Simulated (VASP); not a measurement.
The system is ZnS (Wurtzite-2H).

```xyz
4
Lattice="3.8110 0.0000 0.0000 -1.9055 3.3004 0.0000 0.0000 0.0000 6.2340" Properties=species:S:1:pos:R:3 pbc="T T T"
Zn    1.9055    1.1001    3.1170
Zn    0.0000    2.2003    0.0000
S     1.9055    1.1001    5.5171
S     0.0000    2.2003    2.4001
```

* Program: VASP 6.6.1
* Task: relaxation of cell and atoms
* Functional: PBEsol
* Dispersion: rVV10
* Potentials or basis: VASP PAW PBE potentials, release 64 (Zn, S)
* Cutoff: 600 eV
* k mesh: 8 × 8 × 5
* Occupations: fermi-dirac, width 0.05 eV
* Spin: no spin polarisation

At the start: pressure -1.5 GPa; volume 19.60 Å³/atom.

**Question.** How do energy, volume and symmetry change on relaxing?

**Answer.** Over 7 steps the energy falls by 7.5 meV/atom and the volume is 19.19 Å³/atom (-2.1 %); space group P6_3mc (No. 186, to 0.05 Å).

Step by step:
```
step  energy change (eV)  largest force (eV/Å)  pressure (GPa)  volume (Å³)
   1              0.0000                0.3100           -1.52        78.41
   2             -0.0234                0.1215            0.44        76.32
   3             -0.0234                0.1226            0.42        76.33
   4             -0.0269                0.0474            0.05        76.66
   5             -0.0277                0.0062           -0.19        76.90
   6             -0.0298                0.0075           -0.10        76.80
   7             -0.0299                0.0121           -0.08        76.77
```

Final structure:
```xyz
4
Lattice="3.7796 0.0000 0.0000 -1.8898 3.2732 0.0000 0.0000 0.0000 6.2058" Properties=species:S:1:pos:R:3 pbc="T T T"
Zn    1.8898    1.0911    3.1360
Zn    0.0000    2.1821    0.0330
S     1.8898    1.0911    5.4591
S     0.0000    2.1821    2.3562
```

Caveat: the PAW data sets were made with another functional, which shifts forces and pressure a little.
